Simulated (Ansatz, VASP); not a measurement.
# Cross-check of GaSb between VASP and Ansatz

One calculation is typed for both programs; each brings its own data sets and cutoff. How far apart do they land? The cell is taken from a series of VASP runs on this material, whose earlier steps may have relaxed, scaled or displaced it; both programs get it as it stands.

Method: plane waves, with VASP 6.6.1 beside it; zone-centre phonons at LDA and zone-centre phonons at PBE, in Ansatz 0.2.0.

**1. Set-up**

The structure is cubic, space group F-43m (No. 216). The conventional cell has a = 6.054 Å, b = 6.054 Å, c = 6.054 Å, α = 90.00°, β = 90.00°, γ = 90.00°. Nearest to Sb lie 4 Ga at 2.62 Å. Nearest to Ga lie 4 Sb at 2.62 Å. Farther neighbours are not listed.

**2. Ansatz: zone-centre phonons, LDA**

Ansatz runs on its default PAW (the set named soft_2) files.

Second derivatives magnify differences that forces hide, and they need a tight electronic threshold.

Input file input.yaml:

```yaml
crystal:
  lattice:
    - [0.0, 3.0269326157, 3.0269326157]
    - [3.0269326157, 0.0, 3.0269326157]
    - [3.0269326157, 3.0269326157, 0.0]
  atoms:
    - { symbol: Sb, position: [0.75, 0.75, 0.75] }
    - { symbol: Ga, position: [0.0, 0.0, 0.0] }
hamiltonian:
  xc: lda
  pseudopotentials: { kind: paw }
kpoints:
  mp_grid: { grid: [12, 12, 12] }
scf:
  occupations: { method: methfessel_paxton, width: 0.15 }
phonons:
  method: dfpt
  qpoints: [[0, 0, 0]]
```

Command:

```console
$ ansatz run input.yaml --threads 4 --pin off --max-ram 9216MiB --backend cpu --events-out ev --progress --plain --runs-dir out
```

Numbers of over 12 decimals in the logs are rounded to 6 here.

The program printed:

```text
zone centre: on kpoints.mp_grid the ground state, and the responses unless they are solved on pairs of k-points, stand on 163 of the mesh's 1728 k-points, reduced under 8 symmetry operations, with k and −k counted as one. Each operation leaves every solved displacement unchanged or reverses it
Engine: ansatz 0.2.0, aarch64-unknown-linux-gnu
Pseudopotentials: kind: paw
Pseudopotential: Sb, paw, valence charge 15, recommended cutoff 420 eV (normal), Sb.paw.azcp
Pseudopotential: Ga, paw, valence charge 13, recommended cutoff 420 eV (normal), Ga.paw.azcp
Functional definition: SPW92
  exchange = slater_x
  correlation = pw_c
Crystal: 2 atoms, lattice volume = 55.467 Å³
Basis set: ecut = 420 eV, 1067 PW (Γ), exchange–correlation on 60×60×60 points (8 copies of the dense FFT grid, shifted against one another)
Bands: 18, of which v1, the nominal top of the filled ones, is band 14 counted from 1 (13 counted from 0)
Symmetry: 24 space group operations
k-points: 163 of 1728 (irreducible under 8 space group operations, time reversal used)
Non-local potential: Sb, projectors of the file, l = 0: 2, l = 1: 2, l = 2: 2, l = 3: 2
Non-local potential: Ga, projectors of the file, l = 0: 2, l = 1: 2, l = 2: 3, l = 3: 1
PAW form: soft (Blöchl's): semilocal exchange-correlation on the pseudo side does not see the compensation charge
PAW frozen core: Sb, regenerated for the run's functional, and the local potential with it (the file was generated under x = pbe(κ = 0.804, μ = 0.219515), c = pbe(β = 0.066725))
PAW frozen core: Ga, regenerated for the run's functional, and the local potential with it (the file was generated under x = pbe(κ = 0.804, μ = 0.219515), c = pbe(β = 0.066725))
PAW one-centre angular grid: Sb, 590 points (default); XC on 64 Gauss nodes
PAW one-centre angular grid: Ga, 590 points (default); XC on 64 Gauss nodes
Initial density: superposition of atomic densities (neutral atoms: chi_scale 0, normalization atom), corrected by the library's trained network
Initial wavefunctions: pseudopotential atomic-orbital guess
Functional: x = slater, c = lda
SCF iter   1: F=—  HF=-10043.056866 eV  |F-HF|=—  |Δ(HF+E_count)|=         —  Δρ=5.75e-3  dr2=8.50e-3  ethr=1.77e-3  ⟨swp⟩=5.2  Hψ=14766  notcnv=0
preconditioner: auto → Kerker (q_TF=auto, 2.435 Å⁻¹)  [metal: Δε(μ)=0.034 eV  Ē_g=14.721 eV  σ=0.150 eV  W_gap=0.19  n_scr=14 (ndim 8)  ℏωp=21.2 eV  f_vac=0.085  D(μ)=0.04/eV (n_scr^D=0)]
SCF iter   2: F=—  HF=-10043.053669 eV  |F-HF|=—  |Δ(HF+E_count)|=   3.20e-3  S|Δr|=    0.00e0  Δρ=3.27e-3  dr2=3.15e-3  ethr=3.04e-5  ⟨swp⟩=2.0  Hψ=5361  notcnv=0
SCF iter   3: F=—  HF=-10043.053116 eV  |F-HF|=—  |Δ(HF+E_count)|=   5.53e-4  S|Δr|=    0.00e0  Δρ=5.02e-4  dr2=1.46e-4  ethr=1.13e-5  ⟨swp⟩=2.0  Hψ=5197  notcnv=0
SCF iter   4: F=—  HF=-10043.053077 eV  |F-HF|=—  |Δ(HF+E_count)|=   3.89e-5  S|Δr|=    0.00e0  Δρ=2.95e-4  dr2=7.00e-5  ethr=5.23e-7  ⟨swp⟩=2.0  Hψ=5217  notcnv=0
SCF iter   5: F=—  HF=-10043.053078 eV  |F-HF|=—  |Δ(HF+E_count)|=   1.47e-6  S|Δr|=    0.00e0  Δρ=1.70e-4  dr2=2.38e-5  ethr=2.50e-7  ⟨swp⟩=2.0  Hψ=3749  notcnv=0
SCF iter   6: F=—  HF=-10043.053081 eV  |F-HF|=—  |Δ(HF+E_count)|=   2.66e-6  S|Δr|=    0.00e0  Δρ=5.85e-5  dr2=4.00e-6  ethr=8.49e-8  ⟨swp⟩=2.0  Hψ=4402  notcnv=0
SCF iter   7: F=—  HF=-10043.053079 eV  |F-HF|=—  |Δ(HF+E_count)|=   1.56e-6  S|Δr|=    0.00e0  Δρ=2.12e-5  dr2=2.99e-7  ethr=1.43e-8  ⟨swp⟩=2.9  Hψ=4460  notcnv=0
SCF iter   8: F=—  HF=-10043.053079 eV  |F-HF|=—  |Δ(HF+E_count)|=   4.28e-7  S|Δr|=    0.00e0  Δρ=9.50e-6  dr2=2.83e-8  ethr=1.07e-9  ⟨swp⟩=2.0  Hψ=5217  notcnv=0
SCF iter   9: F=—  HF=-10043.053079 eV  |F-HF|=—  |Δ(HF+E_count)|=   9.79e-9  S|Δr|=    0.00e0  Δρ=1.16e-6  dr2=1.46e-9  ethr=1.01e-10  ⟨swp⟩=2.0  Hψ=5207  notcnv=0
SCF iter  10: F=—  HF=-10043.053079 eV  |F-HF|=—  |Δ(HF+E_count)|=  3.38e-10  S|Δr|=    0.00e0  Δρ=5.31e-7  dr2=3.44e-10  ethr=5.22e-12  ⟨swp⟩=1.0  Hψ=2935  notcnv=0
SCF iter  11: F=—  HF=-10043.053079 eV  |F-HF|=—  |Δ(HF+E_count)|=  4.73e-11  S|Δr|=    0.00e0  Δρ=1.20e-7  dr2=1.03e-11  ethr=1.23e-12  ⟨swp⟩=2.8  Hψ=4461  notcnv=0
SCF iter  12: F=-10043.053079 eV  HF=-10043.053079 eV  |F-HF|=1.82e-12  |Δ(HF+E_count)|=    0.00e0  S|Δr|=    0.00e0  Δρ=1.93e-8  dr2=1.92e-13  ethr=1.00e-12  ⟨swp⟩=5.2  Hψ=11646  notcnv=0
SCF 1 converged in 12 iterations: F = -10043.053079 eV  dr2 = 1.92e-13
  greatest PAW one-centre occupation: 0.998 electrons in one spin orbital (limit 2), on the Sb atom at site 0 (counted from 0), in its partial waves of l = 2
DFPT response loops at Γ: preconditioner auto → Kerker (q_TF=auto, 2.435 Å⁻¹) (partly filled bands, converged f_vac=0.070); β = 1.00, the filter's whole step (`scf.mixing.beta` (0.50) is not read by the response loops under this deck's `scf.mixing.preconditioner`; to damp them name `kerker` or `kerker_dos`, under which they read `scf.mixing.beta`, and type it under 1.00, their step now; both keys bind the ground state too); Broyden in place of MSR1
SCF converged after 12 iterations
Stability not checked: this state was not tested for a lower state beside it, because cold or Methfessel-Paxton smearing, or corrected tetrahedra, fill the levels in a way that the test cannot read (fill_not_monotonic; see scf.lower_state_search)
Free energy (F): -10043.053079 eV
Harris-Foulkes:  -10043.053079 eV  (|F-HF|=1.82e-12)
Internal energy: -10043.053275 eV  (E = F + TS)
E sigma→0 (E₀):  -10043.053128 eV
Entropy (-TS):   0.000196 eV (0.098 meV/atom)
Fermi energy:    7.823902 eV
Step filling:    the computed levels leave a gap of 0.0474 eV = 0.3 smearing widths at the electron count; against every level under it full and every level over it empty, smearing changes F+E_penalty+E_count by +0.078 meV and its σ→0 estimate by +0.029 meV
--- Per-component energies (eV) ---
  E_band       = -260.862959
  E_kinetic    = 325.572441
  E_local      = -3880.671661  (includes V_loc(G=0)·N_el)
  E_nonlocal   = 793.223458
  E_hartree    = 1783.720742
  E_xc         = -206.993521
  E_vxc        = -156.345275  (∫ρ·V_xc dr)
  E_paw        = -6339.852147  (= ΣΔE_a)
  E_vpaw       = -910.083268  (= ΣTr[D̂ρ^β])
  E_aug_tail   = -0.000123  (compensation charges beyond the density's cutoff)
  E_ewald      = -2520.339767
  E_core_change = 2.287303  (= ΣΔE_core)
  E_smearing   = 0.000196  (= −TS)
  E_closure    = 0.000000  (closes the sum)
  Σ components = -10043.053079   (vs F -10043.053079, Δ=0.00e0)
--- Band table (eV; the first three rows and the last of 163) ---
  k-point 0: bands = [... 10 lower, -3.9586, 7.8013, 7.8013, 7.8013, 7.8487, 10.5687, 10.5687, 10.5687]
  k-point 1: bands = [... 10 lower, -3.8845, 6.4661, 7.6713, 7.6713, 8.7118, 10.7453, 10.7453, 10.8303]
  k-point 2: bands = [... 10 lower, -3.6664, 5.0281, 7.3796, 7.3796, 8.7958, 11.1299, 11.1299, 11.7660]
  k-point 162: bands = [... 10 lower, -1.3569, 0.9582, 4.3021, 4.5269, 11.5352, 12.0823, 12.2231, 12.5255]
--- Phonons (Γ-DFPT): 2 representative perturbations + reference, on 163 of 1728 k-points (Σ response iterations 6) ---
  k mesh reduced under 8 symmetry operations, with k and −k counted as one. Each operation leaves every solved displacement unchanged or reverses it
  ASR residual: 1.118e-5 → 0.000e0 eV/Å²; symmetrization residual: 1.977e-5 eV/Å²
  ASR residual per site (eV/Å²): 1.12e-5 5.57e-6
  Γ frequencies (cm⁻¹): 0.00 0.00 0.00 222.75 222.75 222.75
  non-analytic LO–TO correction: not included (Born effective charges unavailable; polar crystals: no LO–TO splitting at Γ)
--- Phonons (arbitrary-q DFPT): 1 explicit q-point ---
  q = [0, 0, 0] (of the zone-centre solve; hermiticity 4.89e-6, symmetrization 2.60e-13): -0.00 0.00 0.00 222.75 222.75 222.75
  sum rule: each row above includes the acoustic sum rule's correction from the zone centre's row sums; it moved no ω² by more than (0.16 cm⁻¹)²
```

Wall time 15 s (4 threads of Arm Neoverse V1, shared host); peak memory 0.76 GiB; 54 s of CPU time.

**3. VASP: zone-centre phonons, LDA**

The same cell, functional (in two slightly different forms), mesh and smearing now go to VASP, with its own data sets and cutoff.

Lines of VASP's logs that name or quote its potential files are left out, and so is its time.

Input file INCAR:

```
SYSTEM = GaSb
PREC = Accurate
ENCUT = 450
EDIFF = 1E-08
NELM = 100
ISMEAR = 1
SIGMA = 0.15
LREAL = .FALSE.
ALGO = Normal
GGA = CA
NBANDS = 15
LORBIT = 11
LWAVE = .FALSE.
LCHARG = .FALSE.
KPAR = 4
IBRION = 8
ISIF = 2
```

Input file POSCAR:

```
GaSb
1.0
    0.0000000000      3.0269326157      3.0269326157
    3.0269326157      0.0000000000      3.0269326157
    3.0269326157      3.0269326157      0.0000000000
Sb Ga
1 1
Direct
    0.7500000000      0.7500000000      0.7500000000
    0.0000000000      0.0000000000      0.0000000000
```

Input file KPOINTS:

```
Automatic mesh
0
Gamma
12 12 12
0 0 0
```

PAW data sets: Sb and Ga_d (LDA family, release 64).

Command:

```console
$ mpirun -np 4 vasp_std
```

The program printed:

```text
[banner, memory and clock lines left out]
running    4 mpi-ranks, on    1 nodes
 distrk:  each k-point on    1 cores,    4 groups
 distr:  one band on    1 cores,    1 groups

 POSCAR found type information on POSCAR SbGa
 POSCAR found :  2 types and       2 ions
 LDA part: xc-table for (Slater(with rela. corr.)+CA(PZ))
 , standard interpolation
 POSCAR, INCAR and KPOINTS ok, starting setup
 FFT: planning ... GRIDC
 FFT: planning ... GRID_SOFT
 FFT: planning ... GRID
 WAVECAR not read
 entering main loop
       N       E                     dE             d eps       ncg     rms          rms(c)
DAV:   1     0.785809101092E+02    0.78581E+02   -0.81288E+03  2168   0.138E+03
DAV:   2    -0.266586492173E+01   -0.81247E+02   -0.78266E+02  2475   0.290E+02
DAV:   3    -0.869274105009E+01   -0.60269E+01   -0.60123E+01  2636   0.662E+01
DAV:   4    -0.879902878460E+01   -0.10629E+00   -0.10627E+00  2662   0.998E+00
DAV:   5    -0.880157600688E+01   -0.25472E-02   -0.25472E-02  2868   0.134E+00    0.342E+00
DAV:   6    -0.871043069129E+01    0.91145E-01   -0.76213E-02  3154   0.448E+00    0.199E+00
DAV:   7    -0.867364696378E+01    0.36784E-01   -0.53084E-02  2440   0.185E+00    0.294E-01
DAV:   8    -0.867340340308E+01    0.24356E-03   -0.48549E-03  2719   0.857E-01    0.998E-02
DAV:   9    -0.867348119064E+01   -0.77788E-04   -0.34381E-04  2555   0.164E-01    0.397E-02
DAV:  10    -0.867347418720E+01    0.70034E-05   -0.17422E-05  2841   0.359E-02    0.141E-02
DAV:  11    -0.867347631221E+01   -0.21250E-05   -0.43896E-06  2486   0.197E-02    0.528E-03
DAV:  12    -0.867347627714E+01    0.35066E-07   -0.23347E-07  2727   0.354E-03    0.118E-03
DAV:  13    -0.867347628688E+01   -0.97361E-08   -0.20793E-08  2601   0.131E-03
   1 F= -.86734763E+01 E0= -.86735517E+01  d E =0.226213E-03
 Linear response reoptimize wavefunctions to high precision
DAV:   1    -0.867347628693E+01   -0.50022E-10   -0.75560E-10  2256   0.358E-04
 Linear response DOF=           2
 Linear response progress:
  Degree of freedom:   1/  2
       N       E                     dE             d eps       ncg     rms          rms(c)
RMM:   1    -0.294641230500E-01   -0.29464E-01   -0.83382E-05 16624   0.141E+00
RMM:   2    -0.265299963771E-01    0.29341E-02   -0.38175E-03 15371   0.396E-01    0.681E-02
RMM:   3    -0.264600351782E-01    0.69961E-04   -0.24549E-04 16897   0.106E-01    0.363E-02
RMM:   4    -0.264799208042E-01   -0.19886E-04   -0.61720E-05 17008   0.451E-02    0.459E-03
RMM:   5    -0.264838620293E-01   -0.39412E-05   -0.92313E-06 17733   0.155E-02    0.293E-03
RMM:   6    -0.264758643133E-01    0.79977E-05   -0.75285E-08 17058   0.486E-03    0.610E-04
RMM:   7    -0.264752681193E-01    0.59619E-06    0.45885E-08 17556   0.147E-03    0.280E-04
RMM:   8    -0.264749895663E-01    0.27855E-06   -0.17228E-08 16834   0.534E-04    0.810E-05
RMM:   9    -0.264749870537E-01    0.25126E-08   -0.17806E-09 17612   0.198E-04    0.331E-05
 first order change of Fermi-energy   0.20074E-03
 force on displaced ion       1 direction 1 :  -8.260   0.000   0.000
 Linear response progress:
  Degree of freedom:   2/  2
       N       E                     dE             d eps       ncg     rms          rms(c)
RMM:   1    -0.168292388490E+00   -0.16829E+00    0.94791E-02 10437   0.849E+00
RMM:   2    -0.166852618636E+00    0.14398E-02   -0.28118E-02 15625   0.135E+00    0.405E-02
RMM:   3    -0.166915427583E+00   -0.62809E-04   -0.35289E-03 16135   0.432E-01    0.268E-02
RMM:   4    -0.166857915215E+00    0.57512E-04   -0.17006E-03 17711   0.208E-01    0.140E-02
RMM:   5    -0.166866880159E+00   -0.89649E-05   -0.73659E-05 17304   0.519E-02    0.469E-03
RMM:   6    -0.166871127452E+00   -0.42473E-05   -0.16173E-05 17401   0.214E-02    0.560E-04
RMM:   7    -0.166861976676E+00    0.91508E-05    0.49738E-06 16996   0.951E-03    0.670E-04
RMM:   8    -0.166865669197E+00   -0.36925E-05   -0.74361E-07 17201   0.431E-03    0.222E-04
RMM:   9    -0.166867078378E+00   -0.14092E-05   -0.45387E-07 17088   0.200E-03    0.834E-05
RMM:  10    -0.166867648826E+00   -0.57045E-06   -0.47528E-07 17438   0.996E-04    0.297E-05
RMM:  11    -0.166867717377E+00   -0.68551E-07   -0.46968E-08 17517   0.489E-04    0.119E-05
RMM:  12    -0.166867748540E+00   -0.31163E-07    0.19902E-07 17347   0.252E-04    0.665E-06
RMM:  13    -0.166867868115E+00   -0.11957E-06   -0.16203E-07 17440   0.137E-04    0.192E-06
RMM:  14    -0.166867835259E+00    0.32856E-07    0.17250E-08 17656   0.772E-05    0.182E-06
RMM:  15    -0.166867872834E+00   -0.37575E-07    0.12638E-08 17181   0.485E-05    0.359E-07
RMM:  16    -0.166867867841E+00    0.49925E-08   -0.28136E-08 16446   0.337E-05    0.438E-07
 first order change of Fermi-energy   0.10165E-04
 force on displaced ion       2 direction 1 :  -8.221   0.000   0.000
 Linear response finished
```

Parts of OUTCAR (step 3):

```text
ion  position               nearest neighbor table
   1  0.750  0.750  0.750-   2 2.62   2 2.62   2 2.62   2 2.62
   2  0.000  0.000  0.000-   1 2.62   1 2.62   1 2.62   1 2.62

  LATTYP: Found a face centered cubic cell.
 ALAT       =     6.0538652314

 Subroutine GETGRP returns: Found 24 space group operations
 (whereof 24 operations were pure point group operations)

The static configuration has the point symmetry T_d .

 Found     72 irreducible k-points:

   k-points           NKPTS =     72   k-points in BZ     NKDIM =     72   number of bands    NBANDS=     15

   dimension x,y,z NGX =    30 NGY =   30 NGZ =   30
   dimension x,y,z NGXF=    60 NGYF=   60 NGZF=   60

   ENCUT  =  450.0 eV  33.07 Ry    5.75 a.u.   7.40  7.40  7.40*2*pi/ulx,y,z

   NELECT =      18.0000    total number of electrons

 k-points in reciprocal lattice and weights: Automatic mesh
   0.00000000  0.00000000  0.00000000       0.001
   0.08333333  0.00000000  0.00000000       0.005
   0.16666667  0.00000000  0.00000000       0.005
   0.25000000  0.00000000  0.00000000       0.005
   0.33333333  0.00000000  0.00000000       0.005
   0.41666667  0.00000000  0.00000000       0.005
   0.50000000  0.00000000  0.00000000       0.002
   0.08333333  0.08333333  0.00000000       0.003
   0.16666667  0.08333333  0.00000000       0.014
[...]
-0.33333333  0.50000000  0.16666667       0.007
  -0.25000000  0.50000000  0.25000000       0.003

 average (electrostatic) potential at core
       1 -88.3640       2 -66.6030

  Total        0.0002811      0.0002811      0.0002811      0.0000000      0.0000000     -0.0000000
  in kB        0.0081184      0.0081184      0.0081184      0.0000000      0.0000000     -0.0000000
  external PRESSURE =       0.0081184 kB  Pullay stress =       0.0000000 kB

  energy-cutoff  :      450.00
  volume of cell :       55.47
      direct lattice vectors                 reciprocal lattice vectors
     0.000000000  3.026932616  3.026932616    -0.165183723  0.165183723  0.165183723
     3.026932616  0.000000000  3.026932616     0.165183723 -0.165183723  0.165183723
     3.026932616  3.026932616  0.000000000     0.165183723  0.165183723 -0.165183723

 POSITION                                       TOTAL-FORCE (eV/Angst)
 -----------------------------------------------------------------------------------
      4.54040      4.54040      4.54040         0.000000      0.000000      0.000000
      0.00000      0.00000      0.00000        -0.000000     -0.000000     -0.000000
 -----------------------------------------------------------------------------------
    total drift:                                0.000000      0.000000     -0.000000

 Eigenvectors and eigenvalues of the dynamical matrix
 ----------------------------------------------------

   1 f  =    6.737800 THz    42.334844 2PiTHz  224.748805 cm-1    27.865288 meV
             X         Y         Z           dx          dy          dz
      4.540399  4.540399  4.540399     0.000000    0.604359    0.000000
      0.000000  0.000000  0.000000     0.000000   -0.796712    0.000000

   2 f  =    6.737800 THz    42.334844 2PiTHz  224.748805 cm-1    27.865288 meV
             X         Y         Z           dx          dy          dz
      4.540399  4.540399  4.540399    -0.604359    0.000000    0.000000
      0.000000  0.000000  0.000000     0.796712    0.000000    0.000000

   3 f  =    6.737800 THz    42.334844 2PiTHz  224.748805 cm-1    27.865288 meV
             X         Y         Z           dx          dy          dz
      4.540399  4.540399  4.540399     0.000000    0.000000   -0.604359
      0.000000  0.000000  0.000000     0.000000    0.000000    0.796712

   4 f/i=    0.007766 THz     0.048794 2PiTHz    0.259039 cm-1     0.032117 meV
             X         Y         Z           dx          dy          dz
      4.540399  4.540399  4.540399     0.796712    0.000000    0.000000
      0.000000  0.000000  0.000000     0.604359    0.000000    0.000000

   5 f/i=    0.007766 THz     0.048794 2PiTHz    0.259039 cm-1     0.032117 meV
             X         Y         Z           dx          dy          dz
      4.540399  4.540399  4.540399     0.000000   -0.796712    0.000000
      0.000000  0.000000  0.000000     0.000000   -0.604359    0.000000

   6 f/i=    0.007766 THz     0.048794 2PiTHz    0.259039 cm-1     0.032117 meV
             X         Y         Z           dx          dy          dz
      4.540399  4.540399  4.540399     0.000000    0.000000    0.796712
      0.000000  0.000000  0.000000     0.000000    0.000000    0.604359

 ELASTIC MODULI CONTR FROM IONIC RELAXATION (kBar)
 Direction    XX          YY          ZZ          XY          YZ          ZX
 --------------------------------------------------------------------------------
 XX          -0.0000      0.0000      0.0000     -0.0000      0.0000     -0.0000
 YY           0.0000     -0.0000     -0.0000     -0.0000     -0.0000      0.0000
 ZZ           0.0000     -0.0000     -0.0000      0.0000     -0.0000     -0.0000
 XY          -0.0000     -0.0000      0.0000   -180.9523      0.0000      0.0000
 YZ           0.0000     -0.0000     -0.0000      0.0000   -180.9523      0.0000
 ZX          -0.0000      0.0000     -0.0000      0.0000      0.0000   -180.9523
 --------------------------------------------------------------------------------
```

The gap is under twice the smearing width, so the edge states are partly filled and the run can't tell a small gap from a semimetal. Methfessel-Paxton smearing is not meant for a cell with a gap.

**4. Differences**

Known differences besides the potentials themselves: the two LDA forms differ slightly; the data sets hold 28 valence electrons in Ansatz (default PAW (the set named soft_2) files) and 18 in VASP; the cutoff is 420 eV in Ansatz and 450 eV in VASP; VASP's log shows a relativistic correction to its local exchange, Ansatz's none. Total energies have different zeros and are not compared.

The two programs side by side:

```tsv
quantity	Ansatz	VASP	difference
optical mode 1 to 3 (cm⁻¹)	222.8	224.7	-0.89 %
```

Modes are paired by rising frequency and degeneracy, not by their patterns, so a pair may still set unlike modes beside each other.

[end of part 1 of 2]

[Lines on the potential files, build, host, timing and source positions are cut from VASP's logs without a mark.]

[Logs are printed without paths, hosts, clocks, repeated set-up lines and the standing remarks that a program may print on its own settings, such as how far it seeks lower states.]

[Hosts, paths, dates, database ids (printed as entryN), source tags and the programs' standing remarks are cut or masked in the printed files.]
